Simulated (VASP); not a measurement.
Input of a VASP 6.6.1 run:

File INCAR:

```
PREC = Accurate
ENCUT = 520
EDIFF = 1E-7
ISMEAR = -1
SIGMA = 0.05
LREAL = F
LASPH = T
NELM = 80
ALGO = Normal
ISIF = 2
LWAVE = F
LCHARG = F
GGA = PE
NBANDS = 12
```

File KPOINTS:

```
regular mesh
0
Gamma
  10 10 10
```

Contents of POSCAR:

```
Sc
1.0
    0.0000000000      2.2600000000      2.2600000000
    2.2600000000      0.0000000000      2.2600000000
    2.2600000000      2.2600000000      0.0000000000
Sc
1
Direct
    0.0000000000      0.0000000000      0.0000000000
```

Potentials or basis: VASP PAW PBE potentials, release 64 (Sc_sv).

Run with:

```bash
$ cat potpaw_PBE.64/Sc_sv/POTCAR > POTCAR
$ mpirun -np 1 vasp_std > vasp.out
```

(1) What does it give for the band gap on the k mesh?

(2) Estimate the pressure.

## Answers

(1) none (metal or under the smearing width).

(2) 3.8 GPa.
